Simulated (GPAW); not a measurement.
Crystal: SrO.

```
CELL_PARAMETERS angstrom
0.00000 2.56630 2.56630
2.56630 0.00000 2.56630
2.56630 2.56630 0.00000
ATOMIC_POSITIONS crystal
Sr 0.50000 0.50000 0.50000
O 0.00000 0.00000 0.00000
```

```yaml
Program: GPAW 26.7.0
Task: relaxation of cell and atoms
Functional: RPBE
Dispersion: D3(BJ)
Potentials_or_basis: the program's PAW data sets (release 1.2.1) made for this functional
Cutoff: 800 eV
Basis: pw
k_mesh: 9 × 9 × 9
Occupations: fermi-dirac, width 0.05 eV
Spin: no spin polarisation
```

At the start: pressure -13.9 GPa; volume 16.90 Å³/atom.

How do energy, volume and symmetry change on relaxing?

Over 4 steps the energy falls by 101.3 meV/atom and the volume is 14.85 Å³/atom (-12.1 %); space group Fm-3m (No. 225, to 0.05 Å).

The path:
| step | energy change (eV) | largest force (eV/Å) | pressure (GPa) | volume (Å³) |
| --- | --- | --- | --- | --- |
| 1 | 0.0000 | 0.0000 | -13.87 | 33.80 |
| 2 | -0.0820 | 0.0000 | -11.36 | 32.76 |
| 3 | -0.1967 | 0.0000 | 3.03 | 29.03 |
| 4 | -0.2025 | 0.0000 | -0.39 | 29.71 |

Final structure:
```
Sr O
1.0
     0.00000    2.45812    2.45812
     2.45812    0.00000    2.45812
     2.45812    2.45812    0.00000
Sr O
1 1
Direct
  0.50000 0.50000 0.50000
  0.00000 0.00000 0.00000
```

Caveat: later steps reuse the first step's grids; the volume moved by -12 % from the deposited cell, more than functionals usually miss.
